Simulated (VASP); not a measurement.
Set up this calculation in VASP 6.6.1, as the native input.

```yaml
Task: relaxation of the atoms
Functional: revPBE
Dispersion: D3(BJ)
Potentials_or_basis: VASP PAW PBE potentials, release 64 (Hf_pv, B_h)
Cutoff: 900 eV
k_mesh: 7 × 7 × 6
Occupations: fermi-dirac, width 0.1 eV
Spin: spin-orbit coupling, no magnetisation
Hubbard_terms: Hf d U = 6.2 eV
Further_INCAR_settings: ALGO = Fast; EDIFF = 1e-06; IBRION = 2; EDIFFG = -0.005; NSW = 40
```

The structure of HfB2 lies in POSCAR:

```
HfB2
1.0
    3.1916690000      0.0440110000     -0.0084090000
   -1.5577200000      2.7122230000      0.0081130000
   -0.0093190000      0.0050020000      3.4056830000
Hf B
1 2
Selective dynamics
Direct
    0.0000000000      0.0000000000      0.0000000000  F F F
    0.6666666667      0.3333333333      0.5000000000  T T T
    0.3333333333      0.6666666667      0.5000000000  T T T
```

The cell isn't the ideal one: cell strained at random at fixed volume.

One way to write it, as run:

INCAR

```
  ALGO = Fast
  EDIFF = 1E-6
  EDIFFG = -0.005
  ENCUT = 900
  GGA = RE
  GGA_COMPAT = False
  IBRION = 2
  ISIF = 2
  ISMEAR = -1
  IVDW = 12
  LASPH = True
  LCHARG = False
  LDAU = True
  LDAUJ = 0 0
  LDAUL = 2 -1
  LDAUPRINT = 1
  LDAUTYPE = 2
  LDAUU = 6.2 0
  LMAXMIX = 4
  LORBIT = 11
  LREAL = False
  LSORBIT = True
  LWAVE = False
  MAGMOM = 0 0 0 0 0 0 0 0 0
  NELM = 100
  NSW = 40
  PREC = Accurate
  SIGMA = 0.1
```

KPOINTS

```
k-points
0
Gamma
  7 7 6
```

Potentials or basis: VASP PAW PBE potentials, release 64 (Hf_pv, B_h).

The run is started by

```bash
$ cat potpaw_PBE.64/Hf_pv/POTCAR potpaw_PBE.64/B_h/POTCAR > POTCAR
$ mpirun -np 1 vasp_ncl > vasp.out
```

Results of the run:

```json
{
  "Energy gained by relaxing": "0.4 meV/atom",
  "Ionic steps": "4",
  "Pressure after relaxing": "11.4 GPa",
  "Valence electrons inside the program's atomic spheres": "Hf 8.63; B 0.59",
  "Dispersion energy per atom": "-0.678 eV"
}
```

Caveat: the PAW data sets were made with another functional, which shifts forces and pressure a little; the U is typed as a test and isn't derived for this compound.

It took 18 min on 1 thread of Intel(R) Xeon(R) Platinum 8488C (Sapphire Rapids) (shared host), peak memory 0.59 GiB.
